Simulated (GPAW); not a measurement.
Crystal: AlN.

```xyz
2
Lattice="0.0000 2.1840 2.1840 2.1840 0.0000 2.1840 2.1840 2.1840 0.0000" Properties=species:S:1:pos:R:3 pbc="T T T"
Al    0.0000    0.0000    0.0000
N     1.0920    1.0920    1.0920
```

Measurements of this composition are mostly on another form, of space group No. 186.

Base run:

```yaml
Program: GPAW 26.7.0
Functional: optB88-vdW
Potentials_or_basis: GPAW PAW data sets (gpaw-data 1.2.1)
Cutoff: 800 eV
Basis: pw
k_mesh: 10 × 10 × 10
Occupations: fermi-dirac, width 0.05 eV
Spin: no spin polarisation
```

Its results: band gap on the k mesh 3.52 eV, indirect (least direct gap 4.43 eV).

Q: The run is repeated on the same cell with these changes: functional from optB88-vdW to M06-L. What comes out?

A: Band gap on the k mesh 3.34 eV, indirect (least direct gap 4.21 eV).

Not every run made on this cell is shown here.
